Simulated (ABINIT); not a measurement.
Crystal: MgB2.

```xyz
3
Lattice="3.0850 0.0000 0.0000 -1.5425 2.6717 0.0000 0.0000 0.0000 3.5230" Properties=species:S:1:pos:R:3 pbc="T T T"
Mg    0.0000    0.0000    0.0000
B     1.5425    0.8906    1.7615
B     0.0000    1.7811    1.7615
```

Base run:

| Item | Value |
| --- | --- |
| Program | ABINIT 10.8.3 (patched build) |
| Functional | PBEsol |
| Potentials or basis | PseudoDojo NC SR PBEsol v0.4 stringent |
| Cutoff | 1143 eV |
| k mesh | 10 × 10 × 8 |
| Occupations | fermi-dirac, width 0.05 eV |
| Spin | no spin polarisation |

Its results: band gap on the k mesh none (metal or under the smearing width); pressure -2.7 GPa.

**Question.** The run is repeated on the same cell with these changes: potentials or basis from PseudoDojo NC SR PBEsol v0.4 stringent to JTH PAW PBE v2.0; cutoff from 1143 eV to 517 eV. What comes out?

**Answer.** Band gap on the k mesh none (metal or under the smearing width); pressure -3.2 GPa.

Caveats: the PAW data sets were made with another functional, which shifts forces and pressure a little (some runs); the atomic spheres overlap (some runs).
